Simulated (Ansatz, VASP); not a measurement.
In in VASP and in Ansatz

```
In
1.0
     3.30985    0.00000    0.00000
    -1.65492    2.86641    0.00000
     0.00000    0.00000    5.41856
In
2
Direct
  0.33333 0.66667 0.25000
  0.66667 0.33333 0.75000
```

Alike in both runs: functional PBEsol; k mesh 12 × 12 × 8; occupations gaussian, width 0.1 eV; no spin polarisation.

Ansatz relaxed the structure, and its values are those at the end. VASP's run is a single point on that final structure, the one shown.

|  | VASP | Ansatz |
| --- | --- | --- |
| version | VASP 6.6.1 | Ansatz 0.2.0 |
| potentials or method | VASP PAW PBE potentials, release 64 (In_d) | scalar-relativistic, plane waves, PAW |
| plane-wave cutoff (eV) | 520 | 420 |
| valence electrons in the cell | 26 | 26 |

```tsv
	VASP	Ansatz	Ansatz less VASP
gap on the k mesh at the Fermi level (eV)	none	none	-
pressure (GPa)	0.0	0.0	+0.05
```

A gap of «none» marks a metal or a gap that the smearing closes. The functional is the same, so the differences come from potentials, cutoffs and numerics.

Caveats: the PAW data sets were made with another functional, which shifts forces and pressure a little (VASP).
